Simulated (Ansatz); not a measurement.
# ZnSe (Stilleite) under changes of volume

One of the cells (22.757 Å³/atom); the others are scaled copies at fixed shape and fractional positions:

```xyz
2
Lattice="0.0000 2.8338 2.8338 2.8338 0.0000 2.8338 2.8338 2.8338 0.0000" Properties=species:S:1:pos:R:3 pbc="T T T"
Se    4.2507    4.2507    4.2507
Zn    0.0000    0.0000    0.0000
```

| Quantity | Value |
| --- | --- |
| Program | Ansatz 0.2.0 |
| Functional | LDA |
| Potentials or basis | all-electron LAPW, scalar-relativistic |
| Cutoff | 311 eV (chosen from the basis error) |
| Basis error allowed | 0.001 eV/atom |
| k mesh | 8 × 8 × 8 |
| Occupations | fermi-dirac, width 0.05 eV |
| Spin | no spin polarisation |

```csv
volume (Å³/atom),energy over the lowest point (meV/atom),pressure (GPa),gap on the mesh (eV)
21.391,0.00,0.6,1.29
21.846,0.37,-0.9,1.20
22.301,4.76,-2.2,1.11
22.757,?,?,?
23.212,23.83,-4.4,0.95
23.667,37.78,-5.4,0.88
24.122,54.22,-6.2,0.81
```

**Question.** What does the run at 22.757 Å³/atom give?

**Answer.** Energy over the lowest point 12.71 meV/atom; pressure -3.4 GPa; gap on the mesh 1.03 eV.

Worked out: A Birch-Murnaghan fit of order 3 (a polynomial in V^(-2/3)) to the other rows has its minimum at 21.58 Å³/atom with B0 = V·E''(V) = 72 GPa and B' = 4.6. It gives 12.72 meV/atom at 22.757 Å³/atom, against the run's 12.71, and -dE/dV = -3.4 GPa, against -3.4. A straight line through the other rows of the gap, of slope -4 eV per unit of ln V (its deformation potential), gives 1.04 eV, against the run's 1.03.

Energies are extrapolated to zero smearing.

Spin-orbit coupling on Se is left out.
